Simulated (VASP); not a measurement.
# PtS2 (P-3m1) in VASP: further runs

Aim: see how the results for PtS2 move with the level of theory and the settings. Levels: rSCAN, r2SCAN, PBE. Tasks: band structure, equation of state, G0W0 quasiparticle levels.

Everything below comes from runs of VASP 6.6.1. Logs are shortened: lines on timing, memory, paths and dates and some standing lists are left out, and cuts for length are marked.

## (1) The structure

It takes space group P-3m1 (No. 164, trigonal). The conventional cell has a = 3.543 Å, b = 3.543 Å, c = 5.039 Å, α = 90.00°, β = 90.00°, γ = 120.00°. Pt (site symmetry -3m) has 6 S at 2.34 Å as nearest neighbours. S (site symmetry 3m) is surrounded by 3 Pt at 2.34 Å.

## (2) Band structure, rSCAN

File INCAR:

```
ALGO = Normal
EDIFF = 1E-7
ENCUT = 520
ISIF = 2
ISMEAR = -1
LASPH = True
LCHARG = False
LMAXMIX = 4
LMIXTAU = True
LREAL = False
LWAVE = False
METAGGA = RSCAN
NELM = 60
PREC = Accurate
SIGMA = 0.05
```

File KPOINTS:

```
k-points
0
Gamma
  9 9 5
```

File POSCAR:

```
PtS2
1.0
    3.5432000000      0.0000000000      0.0000000000
   -1.7716000000      3.0685012107      0.0000000000
    0.0000000000      0.0000000000      5.0388000000
Pt S
1 2
Direct
    0.0000000000      0.0000000000      0.0000000000
    0.6666666667      0.3333333333      0.7730000000
    0.3333333333      0.6666666667      0.2270000000
```

File KPOINTS_OPT:

```
path GMKGALHA,LM,KH
15
line-mode
reciprocal
 0.0000000000  0.0000000000  0.0000000000  G
 0.5000000000  0.0000000000  0.0000000000  M

 0.5000000000  0.0000000000  0.0000000000  M
 0.3333333333  0.3333333333  0.0000000000  K

 0.3333333333  0.3333333333  0.0000000000  K
 0.0000000000  0.0000000000  0.0000000000  G

 0.0000000000  0.0000000000  0.0000000000  G
 0.0000000000  0.0000000000  0.5000000000  A

 0.0000000000  0.0000000000  0.5000000000  A
 0.5000000000  0.0000000000  0.5000000000  L

 0.5000000000  0.0000000000  0.5000000000  L
 0.3333333333  0.3333333333  0.5000000000  H

 0.3333333333  0.3333333333  0.5000000000  H
 0.0000000000  0.0000000000  0.5000000000  A

 0.5000000000  0.0000000000  0.5000000000  L
 0.5000000000  0.0000000000  0.0000000000  M

 0.3333333333  0.3333333333  0.0000000000  K
 0.3333333333  0.3333333333  0.5000000000  H
```

Potentials or basis: VASP PAW PBE potentials, release 64 (Pt, S).

Started as:

```console
cat potpaw_PBE.64/Pt/POTCAR potpaw_PBE.64/S/POTCAR > POTCAR
mpirun -np 1 vasp_std > vasp.out
```

OUTCAR:

```text
EDIFF = 1E-7
   ENCUT = 520
   ISIF = 2
   ISMEAR = -1
   LASPH = True
   LREAL = False
   METAGGA = RSCAN
   NELM = 60
   PREC = Accurate

 ion  position               nearest neighbor table
   1  0.000  0.000  0.000-   2 2.34   3 2.34   2 2.34   3 2.34   2 2.34   3 2.34
   2  0.667  0.333  0.773-   1 2.34   1 2.34   1 2.34
   3  0.333  0.667  0.227-   1 2.34   1 2.34   1 2.34

  LATTYP: Found a hexagonal cell.
 ALAT       =     3.5432000000
 C/A-ratio  =     1.4221043125

  Lattice vectors:

 A1 = (   3.5432000000,   0.0000000000,   0.0000000000)
 A2 = (  -1.7716000000,   3.0685012107,   0.0000000000)
 A3 = (   0.0000000000,   0.0000000000,   5.0388000000)

Analysis of symmetry for initial positions (statically):
=====================================================================
 Subroutine PRICEL returns:
 Original cell was already a primitive cell.

 Routine SETGRP: Setting up the symmetry group for a
 hexagonal supercell.

 Subroutine GETGRP returns: Found 12 space group operations
 (whereof 12 operations were pure point group operations)
 out of a pool of 24 trial point group operations.

The static configuration has the point symmetry D_3d.

Analysis of symmetry for dynamics (positions and initial velocities):
=====================================================================
 Subroutine PRICEL returns:
 Original cell was already a primitive cell.

 Routine SETGRP: Setting up the symmetry group for a
 hexagonal supercell.

 Subroutine GETGRP returns: Found 12 space group operations
 (whereof 12 operations were pure point group operations)
 out of a pool of 24 trial point group operations.

The dynamic configuration has the point symmetry D_3d.

 Subroutine INISYM returns: Found 12 space group operations
 (whereof 12 operations are pure point group operations),
 and found     1 'primitive' translations

----------------------------------------------------------------------------------------

                                     Primitive cell

  volume of cell :      54.7834

  direct lattice vectors                    reciprocal lattice vectors
     3.543200000  0.000000000  0.000000000     0.282230752  0.162946001  0.000000000
    -1.771600000  3.068501211  0.000000000     0.000000000  0.325892001  0.000000000
     0.000000000  0.000000000  5.038800000     0.000000000  0.000000000  0.198459951

  length of vectors
     3.543200000  3.543200000  5.038800000     0.325892001  0.325892001  0.198459951

  position of ions in fractional coordinates (direct lattice)
     0.000000000  0.000000000  0.000000000
     0.666666667  0.333333333  0.773000000
     0.333333333  0.666666667  0.227000000

  ion indices of the primitive-cell ions
   primitive index   ion index
[... 91 lines left out ...]
   EFERMI_NEDOS =   21; number of points for ismear=-14 and -15
   IALGO  =     38    algorithm
   IMIX   =      4    mixing-type and parameters
     AMIX     =   0.40;   BMIX     =  1.00
     AMIX_MAG =   1.60;   BMIX_MAG =  1.00
  volume/ion in A,a.u.               =      18.26       123.23
  Fermi-wavevector in a.u.,A,eV,Ry     =   1.207812  2.282434 19.848315  1.458810
  Thomas-Fermi vector in A             =   2.343439
   LORBIT       =      0    0 simple, 1 ext, 2 COOP (PROOUT), +10 PAW based schemes
   METAGGA = RSCAN    functional components
   LHFCALC =     F    Hartree Fock is set to
   AEXX    =    0.0000 exact exchange contribution
   IVDW    =     0    specifies the selected vdW correction
   LEPSILON=     F    determine dielectric tensor
   LRPA    =     F    only Hartree local field effects (RPA)
 non-spin polarized calculation
  energy-cutoff  :      520.00
  volume of cell :       54.78
 maximum number of plane-waves:      1507
 NGX is ok and might be reduce to    28
   NGX = 13   NGY = 13   NGZ = 19

 number of electron      22.0000001 magnetization

 Free energy of the ion-electron system (eV)
  ---------------------------------------------------
  ext. energy  EPLUGINS =         0.00000000
  ---------------------------------------------------
  free energy    TOTEN  =      -113.72879083 eV

  energy without entropy =     -113.72878985  energy(sigma->0) =     -113.72879034

 E-fermi :   7.0186     XC(G=0): -11.3084

 val. band max:        6.4492817022   @ k =   0.0000   0.2222   0.2000
 cond. band min:       7.6276237573   @ k =   0.0000   0.3333   0.2000
 fundamental gap:      1.1783420551
 Fermi energy:         7.0185675518

 k-point     1 :       0.0000    0.0000    0.0000
  band No.  band energies     occupation
      1      -9.7395      2.00000
      2      -6.3848      2.00000
      3      -0.8414      2.00000
      4      -0.8414      2.00000
      5      -0.7125      2.00000
      6       2.2795      2.00000
      7       2.2795      2.00000
      8       4.5671      2.00000
      9       5.2628      2.00000
     10       5.2628      2.00000
     11       6.3651      2.00000
     12       9.0783      0.00000
     13       9.0783      0.00000
     14      11.7012      0.00000
[... 401 lines left out ...]
      2      -7.0373      2.00000
      3      -0.5664      2.00000
      4      -0.2766      2.00000
      5       0.5803      2.00000
      6       1.0227      2.00000
      7       1.7682      2.00000
      8       3.1648      2.00000
      9       4.5914      2.00000
     10       4.7969      2.00000
     11       6.1179      2.00000
     12       7.6789      0.00000
     13       8.5404      0.00000
     14      12.6023      0.00000
     15      14.5511      0.00000

 [... further k-points ...]

------------------------ aborting loop because EDIFF is reached ----------------------------------------

  FORCE on cell =-STRESS in cart. coord.  units (eV):
  Direction    XX          YY          ZZ          XY          YZ          ZX
  --------------------------------------------------------------------------------------
  -------------------------------------------------------------------------------------
  Total        3.0118507      3.0118507      3.0607732      0.0000000      0.0000000      0.0000000
  in kB       88.0835741     88.0835741     89.5143475      0.0000000      0.0000000      0.0000000
  external PRESSURE =      88.5604985 kB  Pullay stress =       0.0000000 kB

 VOLUME and BASIS-vectors are now :
 -----------------------------------------------------------------------------
  energy-cutoff  :      520.00
  volume of cell :       54.78
      direct lattice vectors                 reciprocal lattice vectors
     3.543200000  0.000000000  0.000000000     0.282230752  0.162946001  0.000000000
    -1.771600000  3.068501211  0.000000000     0.000000000  0.325892001  0.000000000
     0.000000000  0.000000000  5.038800000     0.000000000  0.000000000  0.198459951

 POSITION                                       TOTAL-FORCE (eV/Angst)
 -----------------------------------------------------------------------------------
      0.00000      0.00000      0.00000         0.000000      0.000000      0.000000
      1.77160      1.02283      3.89499        -0.000000      0.000000     -1.176126
     -0.00000      2.04567      1.14381         0.000000      0.000000      1.176126
 -----------------------------------------------------------------------------------
    total drift:                                0.000000     -0.000000      0.000000

  FREE ENERGIE OF THE ION-ELECTRON SYSTEM (eV)
  ---------------------------------------------------
  free  energy   TOTEN  =      -113.7287908324 eV

  energy  without entropy=     -113.7287898451  energy(sigma->0) =     -113.72879034
```

OSZICAR:

```text
N       E                     dE             d eps       ncg     rms          rms(c)
DAV:   1     0.139715819906E+02    0.13972E+02   -0.10817E+04  1532   0.134E+03
DAV:   2    -0.115432135481E+03   -0.12940E+03   -0.12637E+03  1899   0.252E+02
DAV:   3    -0.120638518099E+03   -0.52064E+01   -0.51779E+01  1906   0.545E+01
[... 40 lines left out ...]
       N       E                     dE             ncg
DAV:   1     0.168861741155E+05   -0.21040E+05     1058
DAV:   2     0.122442737030E+05   -0.46419E+04     1316
DAV:   3     0.120840263771E+05   -0.16025E+03     1372
DAV:   4     0.120823608662E+05   -0.16655E+01     1344
DAV:   5     0.120823239696E+05   -0.36897E-01     1407
DAV:   6     0.120823227664E+05   -0.12032E-02     1354
DAV:   7     0.120823227269E+05   -0.39512E-04     1436
DAV:   8     0.120823227254E+05   -0.14688E-05     1348
DAV:   9     0.120823227254E+05   -0.52427E-07     1078
```

stdout:

```text
POSCAR found type information on POSCAR PtS
 POSCAR found :  2 types and       3 ions
 scaLAPACK will be used
 -----------------------------------------------------------------------------
|                                                                             |
|                                                                             |
|     You enforced a specific xc type in the INCAR file but a different       |
|     I HOPE YOU KNOW WHAT YOU ARE DOING!                                     |
|                                                                             |
 -----------------------------------------------------------------------------

 LDA part: xc-table for (None), standard interpolation
 POSCAR, INCAR and KPOINTS ok, starting setup
 FFT: planning ... GRIDC
 FFT: planning ... GRID_SOFT
 FFT: planning ... GRID
 WAVECAR not read
 entering main loop
 Start KPOINTS_OPT (optional k-point list driver)
k-point batch [1-50\135]
k-point batch [51-100\135]
k-point batch [101-135\135]
```

Wall time 3 min (1 thread of Intel Xeon 6975P-C (Granite Rapids), shared host); peak memory 0.21 GiB.

Results:

```
Free energy             : -113.7288 eV
Pressure                : 8.9 GPa
Largest force           : 1.176 eV/Å
Band gap on the k mesh  : 1.18 eV, indirect (least direct gap 1.25 eV)
Band gap along the path : 1.16 eV, indirect (least direct gap 1.73 eV)
```

Forces in eV/Å, atoms in the order of the input:
```
Pt   0.000  0.000  0.000
S    0.000  0.000 -1.176
S    0.000  0.000  1.176
```

Stress tensor (GPa, compression positive):
```
8.81 0.00 0.00
0.00 8.81 0.00
0.00 0.00 8.95
```

Levels at the corners of the path, in eV from the valence-band top:
```csv
point,band 7,band 8,band 9,band 10,band 11,band 12,band 13,band 14,band 15
Γ,-4.16,-1.87,-1.18,-1.18,-0.08,2.64,2.64,5.26,6.39
M,-3.52,-3.51,-3.40,-3.07,-2.39,1.96,3.04,5.91,7.09
M,-3.52,-3.51,-3.40,-3.07,-2.39,1.96,3.04,5.91,7.09
K,-4.74,-3.85,-2.77,-1.57,-1.57,1.21,1.21,6.10,8.55
K,-4.74,-3.85,-2.77,-1.57,-1.57,1.21,1.21,6.10,8.55
Γ,-4.16,-1.87,-1.18,-1.18,-0.08,2.64,2.64,5.26,6.39
Γ,-4.16,-1.87,-1.18,-1.18,-0.08,2.64,2.64,5.26,6.39
A,-4.18,-2.51,-1.37,-1.37,-0.91,3.12,3.12,5.98,7.95
A,-4.18,-2.51,-1.37,-1.37,-0.91,3.12,3.12,5.98,7.97
L,-3.53,-3.43,-3.19,-2.82,-1.40,2.26,2.56,5.82,6.02
L,-3.53,-3.43,-3.19,-2.82,-1.40,2.26,2.56,5.82,6.02
H,-4.52,-3.73,-3.66,-1.99,-1.99,2.41,2.41,7.78,8.42
H,-4.52,-3.73,-3.66,-1.99,-1.99,2.41,2.41,7.78,8.42
A,-4.18,-2.51,-1.37,-1.37,-0.91,3.12,3.12,5.98,7.95
L,-3.53,-3.43,-3.19,-2.82,-1.40,2.26,2.56,5.82,6.02
M,-3.52,-3.51,-3.40,-3.07,-2.39,1.96,3.04,5.91,7.09
K,-4.74,-3.85,-2.77,-1.57,-1.57,1.21,1.21,6.10,8.55
H,-4.52,-3.73,-3.66,-1.99,-1.99,2.41,2.41,7.78,8.42
```

Caveat: the PAW data sets were made with another functional, which shifts forces and pressure a little; spin-orbit coupling is left out, which moves the levels of the heavy elements.

[end of part 1 of 4]
